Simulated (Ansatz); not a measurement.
Energy, volume and coordination in Al4Cu

Computed with DFT PBE, scalar-relativistic, plane waves, PAW (Ansatz 0.2.0). Settings: cutoff 420 eV, Γ-centred meshes spaced at most about 0.3 Å⁻¹, and about 0.25 Å⁻¹ or finer for metals (2π included), Gaussian smearing. No spin polarisation.

Temperature and zero-point effects are left out. Rows are sorted by volume; energies count from the lowest form computed. Coordination counts all near atoms (those within 1.25 times the shortest distance at each site; a plus sign parts nearer from farther groups; a slash parts the counts of unlike sites). The table shows 5 of 10 forms computed.

| row | form | source | atoms | coordination | V (Å³/atom) | gap on mesh (eV) | ΔE (meV/atom) |
| --- | --- | --- | --- | --- | --- | --- | --- |
| 1 | I4/mmm | invented | 5 | Al 12, Cu 12 | 15.3 | 0 | 0 |
| 2 | I4/m | invented | 5 | Al 12, Cu 12 | 15.4 | 0 | 36 |
| 3 | Immm | invented | 5 | Al 8, Cu 10 | 17.2 | 0 | 97 |
| 4 | Cmmm | invented | 5 | Al 1+6/8, Cu 8 | 17.5 | 0 | 162 |
| 5 | F-43m | invented | 5 | Al 6+3, Cu 12 | 20.4 | 0 | ? |

The cell of row 5:

```
Al Cu
1.0
     0.00000    3.70568    3.70568
     3.70568    0.00000    3.70568
     3.70568    3.70568    0.00000
Al Cu
4 1
Direct
  0.12403 0.62532 0.62532
  0.62532 0.12403 0.62532
  0.62532 0.62532 0.12403
  0.62532 0.62532 0.62532
  0.25000 0.25000 0.25000
```

Problem. Estimate the missing energy, and say where the row ranks.

Solution. 0.51 eV/atom, which puts it above row 4, the highest in the table. Counting all near atoms, row 5 has Al 6+3, Cu 12 and the lowest form (row 1) has Al 12, Cu 12.

An observed structure of this formula, if there is one, may be missing.

Cells relaxed within their symmetry can be saddle points. Some types were kept out of the candidates beforehand, so the set may lack a known form.

Energy rises with volume in every row, including the last at 0.51 eV/atom. This fits a metal bound largely by delocalised Al s and p electrons, with a nearly full Cu d shell: little directional bonding is available to repay the cost of an open framework.

Coordination alone doesn't set the order. Rows 1 and 2 have the same counts yet differ by 36 meV/atom, which probably reflects how Cu is distributed over the close-packed sites and the accompanying relaxation. In row 5, Cu has as many neighbours as in row 1, but the cell shows a Laves-like Al network of corner-sharing tetrahedra with half of its large cages empty. Its Al–Al contacts are shorter than in fcc Al, while Cu sits in an oversized cage with long, weak Al contacts. This combination of squeezed Al and underbonded Cu suggests why the form lies so high.

The lowest energy here doesn't establish a stable compound, since separation into Al and Al2Cu, the expected equilibrium on the Al-rich side, isn't tested.
